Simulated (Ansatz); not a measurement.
SiO2, one structure, two calculations

Cell: a Materials Project structure (computed, not necessarily an observed phase), atoms as given.

```cif
data_SiO2
_symmetry_space_group_name_H-M 'Cmmm'
_symmetry_Int_Tables_number 65
_cell_length_a 14.3093
_cell_length_b 18.8250
_cell_length_c 7.5323
_cell_angle_alpha 90.000
_cell_angle_beta 90.000
_cell_angle_gamma 90.000
loop_
_atom_site_label
_atom_site_type_symbol
_atom_site_symmetry_multiplicity
_atom_site_Wyckoff_symbol
_atom_site_fract_x
_atom_site_fract_y
_atom_site_fract_z
Si1 Si 16 r 0.8011 0.9177 0.7064
Si3 Si 8 n 0.5000 0.3508 0.7054
Si5 Si 4 i 0.5000 0.7688 0.0000
Si8 Si 8 p 0.2980 0.8271 0.0000
O19 O 16 r 0.5910 0.6017 0.7477
O20 O 8 o 0.7841 0.0000 0.7540
O21 O 16 r 0.2673 0.1304 0.1757
O24 O 8 q 0.2217 0.0970 0.5000
O27 O 8 n 0.5000 0.7196 0.8251
O30 O 4 j 0.5000 0.3265 0.5000
O35 O 8 p 0.4096 0.1808 0.0000
O39 O 4 e 0.2500 0.7500 0.0000
```

One atom of each set is listed; the run and its k-mesh use a cell of 54 atoms with edges of 11.82, 11.82, 7.53 Å.

First run. Method: Kohn–Sham DFT in Ansatz, PBE, plane waves and PAW, scalar-relativistic, 420 eV cutoff, Γ-centred 2×2×3 k-points, Fermi–Dirac smearing 0.02 eV.

| site | V_zz (10²¹ V/m²) | η |
| --- | --- | --- |
| Si1 | 0.85 | 0.87 |
| Si3 | 1.01 | 0.03 |
| Si5 | -0.89 | 0.84 |
| Si8 | -0.88 | 0.34 |
| O19 | 9.43 | 0.09 |
| O20 | 9.48 | 0.18 |
| O21 | 9.80 | 0.10 |
| O24 | 9.45 | 0.15 |
| O27 | 9.86 | 0.03 |
| O30 | 9.28 | 0.14 |
| O35 | 9.62 | 0.13 |
| O39 | 10.14 | 0.04 |

Second run. The same atoms and settings, except that the functional is r2SCAN and the cutoff is 500 eV.

Question: Given the first result, estimate the second.

Answer: 

```csv
site,V_zz,η,change of V_zz
Si1,0.82,0.88,-0.03
Si3,0.96,0.04,-0.05
Si5,-0.87,0.87,+0.02
Si8,-0.86,0.36,+0.02
O19,9.28,0.09,-0.15
O20,9.36,0.19,-0.12
O21,9.68,0.11,-0.12
O24,9.32,0.15,-0.13
O27,9.73,0.02,-0.13
O30,9.15,0.14,-0.13
O35,9.52,0.13,-0.10
O39,9.98,0.06,-0.16
```

The largest change of V_zz is on O39, from 10.14 to 9.98. In per cent, |V_zz| changes by -5 to -2 on Si, -2 to -1 on O (all sites that start above 0.5).

For the first run: The largest force is 0.3 eV/Å, so the atoms aren't at the calculated equilibrium and relaxing them would move these values.
